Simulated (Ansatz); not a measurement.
LiF in the wurtzite structure, relaxed with r2SCAN, was run in the plane-wave code Ansatz under altered settings. All numbers are computed, without spin polarisation but where a row says otherwise.

```
Li F
1.0
     3.08101    0.00000    0.00000
    -1.54051    2.66824    0.00000
     0.00000    0.00000    4.78534
Li F
2 2
Direct
  0.33333 0.66667 0.99257
  0.66667 0.33333 0.49257
  0.33333 0.66667 0.38243
  0.66667 0.33333 0.88243
```

The base run's other keys:
```yaml
kpoints:
  mp_grid: { grid: [6, 6, 2] }
hamiltonian:
  xc: hse06
scf:
  occupations: { method: fixed }
  n_extra_bands: 5
```

It takes 13 iterations with 759 plane waves at 420 eV and 14 k points, and leaves a mean stress of +0.85 GPa. The gap over this mesh is 10.027 eV. It ran on 4 threads of Intel(R) Xeon(R) Platinum 8259CL CPU @ 2.50GHz (Skylake/Cascade Lake), on a shared host.

Outcomes, with energy and stress as changes against the base:
```csv
setting,outcome,ΔF (meV/atom),Δ mean stress (GPa),gap on the mesh (eV),iterations,wall time
"PBE hybrid, exx coeff 0.5, omega 0.5 1/Å",converged,–,-1.9,10.705,15,10 s
"PBE hybrid, exx coeff 0.2, omega 0.1 1/Å",converged,–,+0.4,9.892,12,9.7 s
"PBE hybrid, exx coeff 1.5, omega 0.1 1/Å",refused,–,–,–,–,0.06 s
scf.occupations: gaussian 0.05,converged,0.0,0.0,10.027,13,8.2 s
```
A dash marks a value that wasn't obtained or can't be compared. Stress is positive in compression. The base took 9.8 s. The base's mesh is coarse for a hybrid, so its own values aren't converged.

- PBE hybrid, exx coeff 0.5, omega 0.5 1/Å. That is 50 % exact exchange, screened with ω = 0.5 1/Å, against HSE06's 25 % screened at 0.208 1/Å. The mean stress moves by -1.9 GPa and the gap on the mesh by +0.679 eV (to 10.705). Totals of different functionals aren't comparable.
- PBE hybrid, exx coeff 0.2, omega 0.1 1/Å. That is 20 % exact exchange, screened with ω = 0.1 1/Å, against HSE06's 25 % screened at 0.208 1/Å. The mean stress moves by +0.4 GPa and the gap on the mesh by -0.135 eV (to 9.892). Totals of different functionals aren't comparable. The program warns that on this mesh the truncation of the exchange isn't bounded, so part of the change can be an error of the mesh.
- PBE hybrid, exx coeff 1.5, omega 0.1 1/Å. It is rejected at once. Error: invalid value for `hamiltonian.xc.exx.coeff`: must be finite and in (0, 1]; got 1.5

Within 1 meV an atom, 0.1 GPa and 0.005 eV of the base stay: scf.occupations: gaussian 0.05.

The program warns that its thresholds are loose for a hybrid's stress.

The meshes of the hybrids are coarse, so their gaps aren't converged to the digits shown.
